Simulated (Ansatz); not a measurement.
**Ru under changes of volume**

One of the cells (13.575 Å³/atom); the others are scaled copies at fixed shape and fractional positions:

```
Ru
1.0
     2.70580    0.00000    0.00000
    -1.35290    2.34329    0.00000
     0.00000    0.00000    4.28190
Ru
2
Direct
  0.66667 0.33333 0.75000
  0.33333 0.66667 0.25000
```

| Item | Value |
| --- | --- |
| Program | Ansatz 0.2.0 |
| Functional | HISS |
| Potentials or basis | Ansatz PAW |
| Cutoff | 420 eV (not typed: the program's choice for these potentials) |
| k mesh | 6 × 6 × 3 |
| Occupations | fermi-dirac, width 0.05 eV |
| Spin | no spin polarisation |

| volume (Å³/atom) | energy over the lowest point (meV/atom) | pressure (GPa) |
| --- | --- | --- |
| 12.760 | 7.84 | 9.1 |
| 13.032 | 0.00 | 0.5 |
| 13.303 | 5.89 | -7.2 |
| 13.575 | ? | ? |
| 13.846 | 52.84 | -19.9 |
| 14.118 | 91.23 | -25.2 |
| 14.389 | 138.06 | -29.9 |

Task: What does the run at 13.575 Å³/atom give?

Result: Energy over the lowest point 23.98 meV/atom; pressure -13.9 GPa.

Worked out: A Birch-Murnaghan fit of order 3 (a polynomial in V^(-2/3)) to the other rows has its minimum at 13.05 Å³/atom with B0 = V·E''(V) = 386 GPa and B' = 4.8 at fixed shape and positions, which overstates the stiffness. It gives 24.00 meV/atom at 13.575 Å³/atom, against the run's 23.98, and -dE/dV = -14.0 GPa, against -13.9.

Energies are extrapolated to zero smearing.

Caveats: all runs use coarse meshes; the PAW data sets come from PBE, with cores solved anew for the run's functional, which leaves a small shift of forces and pressure; the thresholds are loose for stress.
